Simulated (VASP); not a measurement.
Write the native input for VASP 6.6.1 that does the following.

```yaml
Task: relaxation of the atoms
Functional: PBE
Potentials_or_basis: VASP PAW PBE potentials, release 64 (K_pv, Br)
Cutoff: 300 eV
k_mesh: 4 × 4 × 4
Occupations: gaussian, width 0.03 eV
Spin: no spin polarisation
Further_INCAR_settings: ALGO = Normal; EDIFF = 1e-07; IBRION = 2; EDIFFG = -0.01; NSW = 40
```

The structure of KBr lies in POSCAR:

```
KBr                                     
1.0
    0.0000000000      3.3223585945      3.3223585945
    3.3223585945     -0.0000000000      3.3223585945
    3.3223585945      3.3223585945      0.0000000000
  K               Br            
     1     1
Direct
     0.0000000000000000    0.0000000000000000    1.0000000000000000
     0.5000000000000000    0.5000000000000000    0.5000000000000000
```

The cell isn't the ideal one: a relaxed cell with its volume scaled by 0.96.

The input as run:

INCAR

```
SYSTEM = KBr
ALGO = Normal
EDIFF = 1E-7
EDIFFG = -0.01
ENCUT = 300
GGA = PE
IBRION = 2
ISIF = 2
ISMEAR = 0
LASPH = .True.
LCHARG = .False.
LREAL = .False.
LWAVE = .False.
NELM = 80
NSW = 40
PREC = Accurate
SIGMA = 0.03
```

KPOINTS

```
k-points
0
Gamma
  4 4 4
  0 0 0
```

Potentials or basis: VASP PAW PBE potentials, release 64 (K_pv, Br).

The run is started by

```sh
$ cat potpaw_PBE.64/K_pv/POTCAR potpaw_PBE.64/Br/POTCAR > POTCAR
$ mpirun -np 1 vasp_std > vasp.out
```

Results of the run:

```yaml
Pressure_after_relaxing: 0.6 GPa
Band_gap_on_the_k_mesh: 4.37 eV, direct
```

Caveat: the relaxation stopped at its first step, so nothing moved.

Wall time 8.5 s on 1 thread of Intel(R) Xeon(R) Platinum 8175M CPU @ 2.50GHz (Skylake/Cascade Lake), with other jobs on the host, peak memory 0.15 GiB.
